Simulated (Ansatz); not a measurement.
# Bands, cutoff and cost in G0W0 for BeTe (F-43m)

How do accuracy and time trade against each other in G0W0 on BeTe (F-43m)?

Method: G0W0 on PBE, plane waves, PAW; PAW set soft_1, in Ansatz 0.2.0.

### Step 1. The starting structure

The structure is cubic, space group F-43m (No. 216). The conventional cell has a = 5.663 Å, b = 5.663 Å, c = 5.663 Å, α = 90.00°, β = 90.00°, γ = 90.00°. Nearest to Be lie 4 Te at 2.45 Å. Nearest to Te lie 4 Be at 2.45 Å. Farther neighbours and most contacts between anions are not listed.

Coordinates:

```cif
data_structure
_symmetry_space_group_name_H-M 'F-43m'
_symmetry_Int_Tables_number 216
_cell_length_a 5.6629
_cell_length_b 5.6629
_cell_length_c 5.6629
_cell_angle_alpha 90.000
_cell_angle_beta 90.000
_cell_angle_gamma 90.000
_cell_volume 181.60
loop_
_atom_site_label
_atom_site_type_symbol
_atom_site_symmetry_multiplicity
_atom_site_Wyckoff_symbol
_atom_site_fract_x
_atom_site_fract_y
_atom_site_fract_z
_atom_site_occupancy
Be1 Be 4 a 0.00000 0.00000 0.00000 1
Te1 Te 4 c 0.25000 0.25000 0.25000 1
```

The cell and positions are those that the Materials Project relaxed with its own functionals (PBE, PBE+U or r2SCAN), kept fixed. Spin-orbit coupling is left out unless a step names it.

### Step 2. 47 empty bands, screening to 60 eV

G0W0 replaces the xc potential by the self-energy, built once from these orbitals. Only a window of levels is corrected, while the sums run over the empty bands that the input names. This step takes PAW set soft_1 files.

input.yaml

```yaml
crystal:
  lattice:
    - [0.0, 2.8314587876, 2.8314587876]
    - [2.8314587876, 0.0, 2.8314587876]
    - [2.8314587876, 2.8314587876, 0.0]
  atoms:
    - { symbol: Be, position: [0.0, 0.0, 0.0] }
    - { symbol: Te, position: [0.75, 0.75, 0.75] }
kpoints:
  mp_grid: { grid: [6, 6, 6] }
hamiltonian:
  xc: pbe
  pseudopotentials: { kind: paw, azcp: { folder: soft_1 } }
scf:
  occupations: { method: fixed }
gw:
  n_empty_bands: 47
  ecut_chi: 60
  qp_bands: [v2, c2]
  qp_kpoints: band_edges
  screening: { model: contour_deformation }
```

On the command line:

```sh
> ansatz run input.yaml --threads 3 --pin off --max-ram 92160MiB --backend cuda --events-out ev --progress --plain --runs-dir out --devices 1 --max-vram 13GiB
```

Numbers of over 12 decimals in the logs are rounded to 6 here.

Output:

```text
GPUs: using 1 of 1 available (devices: 1).
Engine: ansatz 0.2.0, x86_64-unknown-linux-gnu
Pseudopotentials: kind: paw
Pseudopotential: Be, paw, valence charge 2, recommended cutoff 420 eV (normal), soft_1/Be.paw.azcp
Pseudopotential: Te, paw, valence charge 16, recommended cutoff 420 eV (normal), soft_1/Te.paw.azcp
Functional definition: PBE
  parameter kappa = 0.804
  parameter beta = 0.066725
  exchange = pbe_x(kappa = kappa, mu = beta*pi^2/3)
  correlation = pbe_c(beta = beta)
device memory: the entry about to start is reckoned to put 0.5 GiB on a device that reports 38.5 GiB free (of which the cap on the GPU budget leaves the run 13.0 GiB)
GPU FFT provider: cuFFT
GPU libraries: cuBLAS 13.8.2, cuFFT 12.4.0, cuSOLVER 12.3.4
Crystal: 2 atoms, lattice volume = 45.401 Å³
Basis set: ecut = 420 eV, 893 PW (Γ)
Bands: 13, of which v1, the nominal top of the filled ones, is band 9 counted from 1 (8 counted from 0)
Symmetry: 24 space group operations
Space group: F-43m (ITA 216), of the structure as read, at distance tolerance 3.6e-5 Å
k-points: 16 of 216 (time reversal used)
Non-local potential: Be, projectors of the file, l = 0: 2, l = 1: 2, l = 2: 1
Non-local potential: Te, projectors of the file, l = 0: 2, l = 1: 2, l = 2: 2, l = 3: 1
PAW form: soft (Blöchl's): semilocal exchange-correlation on the pseudo side does not see the compensation charge
PAW one-centre angular grid: Be, 110 points (default); XC on 64 Gauss nodes
PAW one-centre angular grid: Te, 590 points (default); XC on 64 Gauss nodes
Initial density: superposition of atomic densities (chi_scale 0.1, normalization cell, long waves kept (reshape's long-wave potential 0.00 eV rms))
Initial wavefunctions: pseudopotential atomic-orbital guess
GPU buffer pool allocated for 19683 grid points (all kernels)
GPU transforms: local potential and band sums: pruned to the plane-wave sphere, on 25×27×27
Functional: x = pbe(κ = 0.804, μ = 0.219515), c = pbe(β = 0.066725)
SCF iter   1: F=—  HF=-7073.656853 eV  |F-HF|=—  |Δ(HF+E_count)|=         —  Δρ=3.03e-2  dr2=4.92e-1  ethr=3.10e-3  ⟨swp⟩=4.8  Hψ=1138  notcnv=0  defer=23
preconditioner: auto → none  [insulator: Δε(μ)=2.007 eV  Ē_g=10.138 eV  n_scr=14 (ndim 8)  ℏωp=15.6 eV  f_vac=0.000  ε∞_Penn≈3.4]
SCF iter   2: F=—  HF=-7073.536426 eV  |F-HF|=—  |Δ(HF+E_count)|=   1.20e-1  Δρ=1.22e-2  dr2=5.79e-2  ethr=2.73e-3  ⟨swp⟩=2.0  Hψ=378  notcnv=0  defer=22
SCF iter   3: F=—  HF=-7073.534255 eV  |F-HF|=—  |Δ(HF+E_count)|=   2.17e-3  Δρ=2.85e-3  dr2=2.48e-3  ethr=3.22e-4  ⟨swp⟩=2.1  Hψ=310  notcnv=0  defer=28
SCF iter   4: F=—  HF=-7073.534480 eV  |F-HF|=—  |Δ(HF+E_count)|=   2.24e-4  Δρ=7.48e-4  dr2=1.79e-4  ethr=1.38e-5  ⟨swp⟩=4.0  Hψ=417  notcnv=0  defer=28
SCF iter   5: F=—  HF=-7073.534510 eV  |F-HF|=—  |Δ(HF+E_count)|=   3.09e-5  Δρ=1.14e-4  dr2=2.64e-6  ethr=9.92e-7  ⟨swp⟩=2.0  Hψ=306  notcnv=0  defer=28
SCF iter   6: F=-7073.534513 eV  HF=-7073.534513 eV  |F-HF|=4.99e-8  |Δ(HF+E_count)|=   2.77e-6  Δρ=9.62e-6  dr2=2.67e-8  ethr=5.56e-10  ⟨swp⟩=5.4  Hψ=1085  notcnv=0
SCF 1 converged in 6 iterations: F = -7073.534513 eV  dr2 = 2.67e-8
  greatest PAW one-centre occupation: 0.998 electrons in one spin orbital (limit 2), on the Te atom at site 1 (counted from 0), in its partial waves of l = 2
device memory: the entry about to start is reckoned to put 0.5 GiB on a device that reports 38.6 GiB free (of which the cap on the GPU budget leaves the run 13.0 GiB)
NSCF: frozen V_eff on 16 k-points, pencils in batches of 32, up to order 52
the band table was solved once the SCF had ended and its energy, with any forces and stress, was formed, with the checks that follow a solve (1476 applications of the Hamiltonian). They found nothing against the state; the energy, forces and stress were not computed again (output.eigenvalues in the input reference)
device memory: the entry about to start is reckoned to put 1.3 GiB on a device that reports 38.5 GiB free (of which the cap on the GPU budget leaves the run 13.0 GiB)
NSCF: frozen V_eff on 16 k-points
G₀W₀ screening: q 1/16
[... further progress lines ...]
device memory: the entry about to start is reckoned to put 0.3 GiB on a device that reports 38.5 GiB free (of which the cap on the GPU budget leaves the run 13.0 GiB)
NSCF: frozen V_eff on 1 k-points
device memory: the entry about to start is reckoned to put 0.3 GiB on a device that reports 38.5 GiB free (of which the cap on the GPU budget leaves the run 13.0 GiB)
NSCF: frozen V_eff on 1 k-points
SCF converged after 6 iterations
Free energy (F): -7073.534513 eV
Harris-Foulkes:  -7073.534513 eV  (|F-HF|=4.99e-8)
Internal energy: -7073.534513 eV  (E = F + TS)
E sigma→0 (E₀):  -7073.534513 eV
Fermi energy:    7.177692 eV
--- Per-component energies (eV) ---
  E_band       = -271.273415
  E_kinetic    = 191.561202
  E_local      = -1751.912451  (includes V_loc(G=0)·N_el)
  E_nonlocal   = 71.595274
  E_hartree    = 870.896774
  E_xc         = -141.328774
  E_vxc        = -120.774205  (∫ρ·V_xc dr)
  E_paw        = -4733.505411  (= ΣΔE_a)
  E_vpaw       = -403.534155  (= ΣTr[D̂ρ^β])
  E_aug_tail   = 0.000086  (compensation charges beyond the density's cutoff)
  E_ewald      = -1580.841214
  E_smearing   = -0.000000  (= −TS)
  E_closure    = 0.000000  (closes the sum)
  Σ components = -7073.534513   (vs F -7073.534513, Δ=0.00e0)
--- Band table (eV; the first three rows and the last of 16) ---
  k-point 0: bands = [... 5 lower, -5.0127, 7.1777, 7.1777, 7.1777, 10.8172, 10.8172, 10.8172, 10.8819]
  k-point 1: bands = [... 5 lower, -4.7606, 5.2206, 6.8108, 6.8108, 10.6225, 11.3488, 11.3488, 12.8718]
  k-point 2: bands = [... 5 lower, -4.1333, 2.8086, 6.2830, 6.2830, 10.3327, 11.8145, 11.8145, 14.9293]
  k-point 15: bands = [... 5 lower, -3.2140, 2.4830, 3.8767, 4.1745, 10.9132, 11.4704, 14.4808, 14.7694]
--- G₀W₀: contour deformation, 6 samples at zero and on the imaginary axis and 2 off it, 216 q-points, 47 empty bands' worth ---
  eigenvalues of the whole cell's RPA ε∞ on this k-mesh (on a slab, of 1 + 4πα/V) = 7.3344, 7.3344, 7.3344; static W/v taken at q = 0 is 0.136344
  bands read: the sum over 56 bands ends inside a degenerate multiplet in 1 slot, whose members it reads at an even weight; the widest, k=2: bands 56 to 57 (counted from 1) at 1/2 each
  gw.qp_kpoints: band_edges: 7 of 16 stored k-points solved, in 1 pass; an edge of the gap read off the rows below is read off those points alone
    valence top: of the k-points left out ik 8 came nearest to being solved in a further pass, in band 9 (counted from 1, as in the quasiparticle table): it holds the edge there only if its correction is more favourable than any solved in that band by at least 0.504 eV; those differ by 0.244 eV
    conduction bottom: of the k-points left out ik 10 came nearest to being solved in a further pass, in band 10 (counted from 1, as in the quasiparticle table): it holds the edge there only if its correction is more favourable than any solved in that band by at least 0.558 eV; those differ by 0.307 eV
    ik  band        ε_KS         Σx   Σc(E_QP)       V_xc       Z   E_QP_lin       E_QP  E_QP is
     0     8      7.1777   -16.0591     1.4030   -14.3535  0.7946     6.8743     6.8751  root
     0     9      7.1777   -16.0591     1.4030   -14.3535  0.7946     6.8743     6.8751  root
     0    10     10.8172    -6.2217    -3.9008   -10.6917  0.7844    11.3902    11.3864  root
     0    11     10.8172    -6.2217    -3.9008   -10.6917  0.7844    11.3902    11.3864  root
     1     8      6.8108   -15.7542     1.4687   -13.9504  0.7912     6.4747     6.4757  root
     1     9      6.8108   -15.7542     1.4687   -13.9504  0.7912     6.4747     6.4757  root
     1    10     10.6225    -7.0894    -3.9048   -11.5779  0.7884    11.2102    11.2063  root
     1    11     11.3488    -6.3976    -4.0402   -11.0336  0.7808    11.9493    11.9446  root
     2     8      6.2830   -15.6249     1.6520   -13.5840  0.7859     5.8926     5.8941  root
     2     9      6.2830   -15.6249     1.6520   -13.5840  0.7859     5.8926     5.8941  root
     2    10     10.3327    -7.4122    -3.8183   -11.7783  0.7902    10.8839    10.8806  root
     2    11     11.8145    -6.1327    -4.1555   -10.8587  0.7800    12.3897    12.3850  root
     3     8      6.0750   -15.6293     1.7369   -13.4820  0.7838     5.6629     5.6646  root
     3     9      6.0750   -15.6293     1.7369   -13.4820  0.7838     5.6629     5.6646  root
     3    10     10.2193    -7.5483    -3.7862   -11.8723  0.7907    10.7603    10.7572  root
     3    11     11.7972    -5.9472    -4.1165   -10.5981  0.7828    12.3356    12.3316  root
     4     8      6.1967   -15.3498     1.6155   -13.3369  0.7856     5.7977     5.7993  root
     4     9      6.1967   -15.3498     1.6155   -13.3369  0.7856     5.7977     5.7993  root
     4    10     10.2328    -6.0974    -3.7272   -10.2920  0.7907    10.7025    10.7002  root
     4    11     12.1226    -7.7662    -4.3087   -12.7370  0.7766    12.7918    12.7847  root
     9     8      5.0302   -15.2615     2.0663   -12.6846  0.7724     4.5162     4.5197  root
     9     9      5.0302   -15.2615     2.0663   -12.6846  0.7724     4.5162     4.5197  root
     9    10      9.4827    -5.9485    -3.5503    -9.8466  0.7982     9.8316     9.8304  root
     9    11     10.6977    -5.8858    -3.8179   -10.0560  0.7954    11.0514    11.0500  root
    12     8      4.5989   -15.2930     2.2436   -12.5032  0.7667     4.0484     4.0528  root
    12     9      4.5989   -15.2930     2.2436   -12.5032  0.7667     4.0484     4.0528  root
    12    10      9.2029    -5.5033    -3.5402    -9.3204  0.8046     9.4805     9.4798  root
    12    11      9.8793    -6.3691    -3.5638   -10.2666  0.7963    10.2141    10.2130  root
```

The job ended after 14 s (1 × NVIDIA H100 80GB HBM3 (shared by 6 runs) with 3 threads of AMD EPYC 7R13 (Zen 3), shared host; peak memory 0.99 GiB; 12 s of CPU time).

Reading the cycles: dr2 is the Hartree energy of the density residual (eV), the measure of convergence; HF is the Harris–Foulkes estimate of the energy, which meets the free energy F at convergence.

Numbers from this step:

```
bands summed                                 : 56
RPA ε∞ on this mesh (eigenvalues)            : 7.334, 7.334, 7.334
plane waves in the screening matrix          : 59
q-points in the mesh                         : 216
G0W0 gap on the mesh                         : 2.605 eV
k of the valence top                         : 0, 0, 0
k of the conduction bottom                   : 0, -0.5, -0.5
starting gap on the mesh                     : 2.025 eV
Z at the valence top                         : 0.7946
Z at the conduction bottom                   : 0.8046
least direct G0W0 gap on the computed points : 4.511 eV
```

The gap on the mesh goes from 2.03 eV to 2.60 eV, a correction of +0.58 eV. Between the two edge states, bare exchange in place of the xc potential would open the gap by 5.52 eV, and correlation takes back 4.94 eV.

### Step 3. 135 empty bands, screening to 120 eV

Bands and screening cutoff are moved together, since each hides the error of the other.

input.yaml, as its differences from that of step 2:

```diff
@@ -16,4 +16,4 @@
 gw:
-  n_empty_bands: 47
-  ecut_chi: 60
+  n_empty_bands: 135
+  ecut_chi: 120
   qp_bands: [v2, c2]
```

Output:

```text
GPUs: using 1 of 1 available (devices: 1).
[...]
GPU FFT provider: cuFFT
GPU libraries: cuBLAS 13.8.2, cuFFT 12.4.0, cuSOLVER 12.3.4
Crystal: 2 atoms, lattice volume = 45.401 Å³
Basis set: ecut = 420 eV, 893 PW (Γ)
Bands: 13, of which v1, the nominal top of the filled ones, is band 9 counted from 1 (8 counted from 0)
Symmetry: 24 space group operations
[...]
k-points: 16 of 216 (time reversal used)
[...]
GPU buffer pool allocated for 19683 grid points (all kernels)
[...]
SCF iter   1: F=—  HF=-7073.656853 eV  |F-HF|=—  |Δ(HF+E_count)|=         —  Δρ=3.03e-2  dr2=4.92e-1  ethr=3.10e-3  ⟨swp⟩=4.8  Hψ=1138  notcnv=0  defer=23
[...]
SCF iter   6: F=-7073.534513 eV  HF=-7073.534513 eV  |F-HF|=4.99e-8  |Δ(HF+E_count)|=   2.77e-6  Δρ=9.62e-6  dr2=2.67e-8  ethr=5.56e-10  ⟨swp⟩=5.4  Hψ=1085  notcnv=0
SCF 1 converged in 6 iterations: F = -7073.534513 eV  dr2 = 2.67e-8
[...]
NSCF: frozen V_eff on 16 k-points, pencils in batches of 32, up to order 52
[...]
NSCF: frozen V_eff on 16 k-points
G₀W₀ screening: q 1/16
[... further progress lines ...]
[...]
SCF converged after 6 iterations
Free energy (F): -7073.534513 eV
[...]
Internal energy: -7073.534513 eV  (E = F + TS)
E sigma→0 (E₀):  -7073.534513 eV
Fermi energy:    7.177692 eV
[...]
--- Band table (eV; the first three rows and the last of 16) ---
  k-point 0: bands = [... 5 lower, -5.0127, 7.1777, 7.1777, 7.1777, 10.8172, 10.8172, 10.8172, 10.8819]
  k-point 1: bands = [... 5 lower, -4.7606, 5.2206, 6.8108, 6.8108, 10.6225, 11.3488, 11.3488, 12.8718]
  k-point 2: bands = [... 5 lower, -4.1333, 2.8086, 6.2830, 6.2830, 10.3327, 11.8145, 11.8145, 14.9293]
  k-point 15: bands = [... 5 lower, -3.2140, 2.4830, 3.8767, 4.1745, 10.9132, 11.4704, 14.4808, 14.7694]
[...]
0     8      7.1777   -16.0591     0.9930   -14.3535  0.7911     6.4607     6.4651  root
     0     9      7.1777   -16.0591     0.9930   -14.3535  0.7911     6.4607     6.4651  root
     0    10     10.8172    -6.2217    -4.1378   -10.6917  0.7825    11.1507    11.1494  root
     0    11     10.8172    -6.2217    -4.1378   -10.6917  0.7825    11.1507    11.1494  root
     1     8      6.8108   -15.7542     1.0817   -13.9504  0.7880     6.0839     6.0888  root
     1     9      6.8108   -15.7542     1.0817   -13.9504  0.7880     6.0839     6.0888  root
     1    10     10.6225    -7.0894    -4.1754   -11.5779  0.7866    10.9367    10.9356  root
     1    11     11.3488    -6.3976    -4.2947   -11.0336  0.7787    11.6916    11.6901  root
[...]
12     8      4.5989   -15.2930     1.9453   -12.5032  0.7645     3.7435     3.7545  root
    12     9      4.5989   -15.2930     1.9453   -12.5032  0.7645     3.7435     3.7545  root
    12    10      9.2029    -5.5033    -3.7262    -9.3204  0.8035     9.2938     9.2937  root
    12    11      9.8793    -6.3691    -3.7717   -10.2666  0.7948    10.0052    10.0050  root
```

Wall time 16 s (1 × NVIDIA H100 80GB HBM3 (shared by 6 runs) with 3 threads); peak memory 1.1 GiB.

Numbers from this step:

```yaml
bands_summed: 144
rpa_eps_infinity_on_this_mesh_eigenvalues: 7.335, 7.335, 7.335
plane_waves_in_the_screening_matrix: 137
q_points_in_the_mesh: 216
g0w0_gap_on_the_mesh: 2.829 eV
k_of_the_valence_top: 0, 0, 0
k_of_the_conduction_bottom: 0, -0.5, -0.5
starting_gap_on_the_mesh: 2.025 eV
z_at_the_valence_top: 0.7911
z_at_the_conduction_bottom: 0.8035
least_direct_g0w0_gap_on_the_computed_points: 4.684 eV
```

Against the run with 6×6×6 mesh, 47 empty bands, screening to 60 eV, PAW set soft_1 files, the gap moves by +0.22 eV.

### Step 4. 291 empty bands, screening to 200 eV

input.yaml, as its differences from that of step 3:

```diff
@@ -16,4 +16,4 @@
 gw:
-  n_empty_bands: 135
-  ecut_chi: 120
+  n_empty_bands: 291
+  ecut_chi: 200.0
   qp_bands: [v2, c2]
```

Output:

```text
GPUs: using 1 of 1 available (devices: 1).
[...]
GPU FFT provider: cuFFT
GPU libraries: cuBLAS 13.8.2, cuFFT 12.4.0, cuSOLVER 12.3.4
Crystal: 2 atoms, lattice volume = 45.401 Å³
Basis set: ecut = 420 eV, 893 PW (Γ)
Bands: 13, of which v1, the nominal top of the filled ones, is band 9 counted from 1 (8 counted from 0)
Symmetry: 24 space group operations
[...]
k-points: 16 of 216 (time reversal used)
[...]
1    11     11.3488    -6.3976    -4.3735   -11.0336  0.7784    11.6121    11.6112  root
[...]
12     8      4.5989   -15.2930     1.8387   -12.5032  0.7641     3.6336     3.6478  root
    12     9      4.5989   -15.2930     1.8387   -12.5032  0.7641     3.6336     3.6478  root
    12    10      9.2029    -5.5033    -3.7920    -9.3204  0.8033     9.2279     9.2279  root
    12    11      9.8793    -6.3691    -3.8327   -10.2666  0.7946     9.9441     9.9440  root
[key lines of the parts left out:]
SCF converged after 6 iterations
Free energy (F): -7073.534513 eV
Fermi energy:    7.177692 eV
```

Run time: 35 s. Hardware: 1 × NVIDIA H100 80GB HBM3 (shared by 6 runs) with 3 threads; peak memory 1.3 GiB; 53 s of CPU time.

Numbers from this step:

```yaml
bands_summed: 300
rpa_eps_infinity_on_this_mesh_eigenvalues: 7.331, 7.331, 7.331
plane_waves_in_the_screening_matrix: 283
g0w0_gap_on_the_mesh: 2.914 eV
k_of_the_valence_top: 0, 0, 0
k_of_the_conduction_bottom: 0, -0.5, -0.5
starting_gap_on_the_mesh: 2.025 eV
least_direct_g0w0_gap_on_the_computed_points: 4.764 eV
```

Against the run with 6×6×6 mesh, 135 empty bands, screening to 120 eV, PAW set soft_1 files, the gap moves by +0.09 eV.

### Step 5. Changing the k mesh: 4×4×4 mesh, 135 empty bands, screening to 120 eV, PAW set soft_1 files

Only the mesh changes. It samples the long-range screening, which converges on its own terms. Bands and cutoff differ from the step before, so it is read against an earlier run that matches them.

input.yaml, as its differences from that of step 4:

```diff
@@ -9,3 +9,3 @@
 kpoints:
-  mp_grid: { grid: [6, 6, 6] }
+  mp_grid: { grid: [4, 4, 4] }
 hamiltonian:
@@ -16,4 +16,4 @@
 gw:
-  n_empty_bands: 291
-  ecut_chi: 200.0
+  n_empty_bands: 135
+  ecut_chi: 120
   qp_bands: [v2, c2]
```

Output:

```text
GPUs: using 1 of 1 available (devices: 1).
[...]
GPU FFT provider: cuFFT
GPU libraries: cuBLAS 13.8.2, cuFFT 12.4.0, cuSOLVER 12.3.4
Crystal: 2 atoms, lattice volume = 45.401 Å³
Basis set: ecut = 420 eV, 893 PW (Γ)
Bands: 13, of which v1, the nominal top of the filled ones, is band 9 counted from 1 (8 counted from 0)
Symmetry: 24 space group operations
[...]
k-points: 8 of 64 (time reversal used)
[...]
1    11     11.6878    -6.2653    -4.4619   -11.0462  0.7763    12.0081    12.0067  root
[...]
6     8      4.6131   -15.3826     2.0431   -12.4984  0.7648     3.7615     3.7721  root
     6     9      4.6131   -15.3826     2.0431   -12.4984  0.7648     3.7615     3.7721  root
     6    10      9.2132    -5.3922    -3.8485    -9.3065  0.8019     9.2789     9.2789  root
     6    11      9.8893    -6.2651    -3.8849   -10.2550  0.7935     9.9945     9.9943  root
[key lines of the parts left out:]
SCF converged after 6 iterations
Free energy (F): -7073.463755 eV
Fermi energy:    7.196253 eV
```

Run time: 12 s. Hardware: 1 × NVIDIA H100 80GB HBM3 (shared by 6 runs) with 3 threads; peak memory 1 GiB; 13 s of CPU time.

Numbers from this step:

- bands summed: 144
- RPA ε∞ on this mesh (eigenvalues): 9.026, 9.026, 9.026
- plane waves in the screening matrix: 137
- G0W0 gap on the mesh: 2.794 eV
- k of the valence top: 0, 0, 0
- k of the conduction bottom: 0, -0.5, -0.5
- starting gap on the mesh: 2.017 eV
- least direct G0W0 gap on the computed points: 4.656 eV

Against the run with 6×6×6 mesh, 135 empty bands, screening to 120 eV, PAW set soft_1 files, the gap moves by −0.03 eV.

[end of part 1 of 2]

[Paths, hosts, dates, memory and timing lines, banners, echoed tables and standing remarks are left out of the program output.]

[Logs are printed without paths, hosts, clocks, repeated set-up lines and the standing remarks that a program may print on its own settings, such as how far it seeks lower states.]

[Runs of the session that timed out or met a known fault of the program may be left out.]

[Cells called generated may have been cut or substituted from an entry of the Crystallography Open Database or the Materials Project.]

[Hosts, paths, dates, database ids (printed as entryN), source tags and the programs' standing remarks are cut or masked in the printed files.]
